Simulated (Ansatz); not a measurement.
All numbers below come from DFT PBE, scalar-relativistic, plane waves, PAW in Ansatz 0.2.0. Settings: cutoff 420 eV, Γ-centred meshes spaced at most about 0.3 Å⁻¹, and about 0.25 Å⁻¹ or finer for metals (2π included), Gaussian smearing. No spin polarisation in the final relaxations.

Temperature and zero-point effects are left out. Lower structures may exist.

**Question.** Order these relaxed structures of SnO by energy, lowest first, with the energy over the lowest of them.
A.

```
Sn O
1.0
     3.78484    0.00000    0.00000
    -1.89242    3.27776    0.00000
     0.00000    0.00000    3.05634
Sn O
1 1
Cartesian
  0.0000 2.1852 1.5282
  1.8924 1.0926 1.5282
```

B.

```
Sn O
1.0
     3.86776    0.00000    0.00000
     0.00000    3.86776    0.00000
     0.00000    0.00000    5.06998
Sn O
2 2
Direct
  0.00000 0.50000 0.22871
  0.50000 0.00000 0.77129
  0.00000 0.00000 0.00000
  0.50000 0.50000 0.00000
```

C.

```
Sn O
1.0
     3.42050    0.00000    0.00000
    -1.71025    2.96224    0.00000
     0.00000    0.00000    4.02412
Sn O
1 1
Direct
  0.00000 0.00000 0.50000
  0.00000 0.00000 0.00000
```

**Answer.** B (0 meV/atom), A (397 meV/atom), C (737 meV/atom). Forms: B litharge type, P4/nmm; A P-6m2; C P6/mmm. Counting O atoms around Sn (those within 1.25 times the shortest such distance or 1.15 times the sum of covalent radii): B has Sn 4; A has Sn 3; C has Sn 2.

Weakly bound directions are ill-defined at this level, which has no dispersion term (P4/nmm), and this can change margins and order among such cells. The P4/nmm cell at 19.0 Å³/atom was relaxed from a cell as deposited in COD. With atoms moved at random, P4/nmm came back. Other cells relaxed within their symmetry can be saddle points. Some types were kept out of the candidates beforehand, so the set may lack a known form.
